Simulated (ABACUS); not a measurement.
ZnS (Wurtzite-4H): equation of state with BLYP

ZnS (Wurtzite-4H):

```xyz
8
Lattice="3.8227 0.0000 0.0000 -1.9114 3.3106 0.0000 0.0000 0.0000 12.5200" Properties=species:S:1:pos:R:3 pbc="T T T"
Zn    1.9114    1.1035    9.3900
Zn    0.0000    2.2070    3.1300
Zn    0.0000    0.0000    6.2600
Zn    0.0000    0.0000    0.0000
S     1.9114    1.1035   11.7375
S     0.0000    2.2070    5.4775
S     0.0000    0.0000    8.6075
S     0.0000    0.0000    2.3475
```

```
Program                                       : ABACUS 3.10.1
Task                                          : equation of state
Functional                                    : BLYP
Potentials or basis                           : SG15 ONCV 1.2 PBE
Cutoff                                        : 1361 eV
Density cutoff                                : 5442 eV
Basis                                         : DZP LCAO (the cutoffs set its grid)
k mesh                                        : 6 × 6 × 2
Occupations                                   : fermi-dirac, width 0.05 eV
Spin                                          : no spin polarisation
Radial cutoff of the potentials (pseudo_rcut) : 7 bohr
Orbital files                                 : Zn Zn_confined-atom_7au_3s2p2d1f.orb, S S_confined-atom_7au_2s2p1d.orb
SCF threshold on the density                  : 1e-07
Max SCF steps                                 : 100
Eigensolver                                   : genelpa
Mixing                                        : broyden
Mixing share                                  : 0.7
Symmetry key                                  : 1
Bands                                         : 63
```

```
Equilibrium volume                        : 21.46 Å³/atom (rough: see the caveat)
Bulk modulus at fixed shape and positions : 61 GPa (rough)
```

Energy against volume, from the lowest point:
```
volume (Å³/atom)  energy (meV/atom)
          18.617              91.12
          19.409              42.88
          20.202              13.69
          20.994               0.00
```

All runs of the series together: 69 s on 4 threads of Intel(R) Xeon(R) Platinum 8259CL CPU @ 2.50GHz (Skylake/Cascade Lake), with other jobs on the host.

Caveat: the atomic orbitals were generated for these runs and aren't a published set; the minimum lies outside the volumes run; the cell was scaled at fixed shape and fractional positions, which overstates the stiffness of a crystal with free parameters, most of all of layers and chains; the potentials were made for another functional, which shifts forces and pressure; the basis of atomic orbitals isn't converged, which shifts pressures, moduli and gaps.
